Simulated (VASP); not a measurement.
# Fe: intraband terms of a metal's spectrum

Fe, Im-3m (no. 229), 1 atom in the cell. PBE, independent-particle dielectric function; PAW potentials Fe (PBE set).

## Input

INCAR.step1:
```
SYSTEM = Fe
PREC = Accurate
ENCUT = 320
ISMEAR = 1
SIGMA = 0.1
EDIFF = 1E-7
LASPH = .True.
KPAR = 4
LWAVE = .False.
LCHARG = .True.
ISPIN = 2
MAGMOM = 3
LMAXMIX = 4
```

INCAR.step2:
```
SYSTEM = Fe
PREC = Accurate
ENCUT = 320
ISMEAR = 0
SIGMA = 0.3
EDIFF = 1E-6
LASPH = .True.
KPAR = 4
LWAVE = .True.
LCHARG = .False.
ISPIN = 2
MAGMOM = 3
LMAXMIX = 4
ICHARG = 11
NBANDS = 18
NEDOS = 3000
OMEGAMAX = 30
CSHIFT = 0.1
```

INCAR.step3, as INCAR.step2 but for:
```
- LWAVE = .True.
+ LWAVE = .False.
+ LOPTICS = .True.
+ ALGO = None
+ NELM = 1
+ ISTART = 1
```

INCAR.step4, as INCAR.step3 but for:
```
+ WPLASMAI = 0.03
```

INCAR.step5 to INCAR.step6 change the same tag again: WPLASMAI = 0.1, 0.3.

INCAR.step7, as INCAR.step6 but for:
```
- WPLASMAI = 0.3
+ RTIME = 1
```

INCAR.step8, as INCAR.step7 but for:
```
- RTIME = 1
+ RTIME = 20
```

INCAR.step9, as INCAR.step8 but for:
```
- RTIME = 20
+ LNABLA = .True.
```

INCAR.step10, as INCAR.step9 but for:
```
- ISMEAR = 0
- LNABLA = .True.
+ ISMEAR = -5
```

KPOINTS.step1:
```
k-points
0
Gamma
  13 13 13
```

KPOINTS.step2:
```
k-points
0
Gamma
  20 20 20
```

POSCAR:
```
Fe
1.0
   -1.4430000000      1.4430000000      1.4430000000
    1.4430000000     -1.4430000000      1.4430000000
    1.4430000000      1.4430000000     -1.4430000000
Fe
1
Direct
    0.0000000000      0.0000000000      0.0000000000
```

Commands (each step's output is kept before the next begins):
```
cat potpaw_PBE.64/Fe/POTCAR > POTCAR
cp INCAR.step1 INCAR
cp KPOINTS.step1 KPOINTS
mpirun -np 4 vasp_std > vasp.out
cp INCAR.step2 INCAR
cp KPOINTS.step2 KPOINTS
mpirun -np 4 vasp_std > vasp.out
cp INCAR.step3 INCAR
mpirun -np 4 vasp_std > vasp.out
cp INCAR.step4 INCAR
mpirun -np 4 vasp_std > vasp.out
cp INCAR.step5 INCAR
mpirun -np 4 vasp_std > vasp.out
cp INCAR.step6 INCAR
mpirun -np 4 vasp_std > vasp.out
cp INCAR.step7 INCAR
mpirun -np 4 vasp_std > vasp.out
cp INCAR.step8 INCAR
mpirun -np 4 vasp_std > vasp.out
cp INCAR.step9 INCAR
mpirun -np 4 vasp_std > vasp.out
cp INCAR.step10 INCAR
mpirun -np 4 vasp_std > vasp.out
```

## Result

- Bands: 18

One ground state, settings moved in the last step alone:

| Settings | Plasma frequency (eV) | Im ε at 0.5 eV | Im ε at 1 eV | Im ε at 2 eV | Im ε at 4 eV | Time (s) |
|---|---|---|---|---|---|---|
| interband part alone | 6.21 | 34.8 | 31.7 | 23.8 | 7.6 | 9 |
| Drude term, WPLASMAI 0.03 | 6.21 | 44.1 | 32.8 | 23.9 | 7.6 | 9 |
| Drude term, WPLASMAI 0.1 | 6.21 | 64.5 | 35.5 | 24.3 | 7.6 | 8 |
| Drude term, WPLASMAI 0.3 | 6.21 | 103.0 | 42.3 | 25.2 | 7.8 | 9 |
| relaxation time RTIME 1 fs | 6.21 | 109.2 | 49.4 | 26.7 | 8.0 | 8 |
| relaxation time RTIME 20 fs | 6.21 | 44.9 | 32.9 | 23.9 | 7.6 | 9 |
| transversal form (LNABLA) | 5.28 | 28.1 | 24.6 | 16.1 | 4.5 | 8 |
| tetrahedron method | – | – | – | – | – | no result |

VASP 6.6.1 took 75 s on 4 cores (Intel Xeon Platinum 8259CL @ 2.50GHz (Skylake/Cascade Lake)), a shared host.
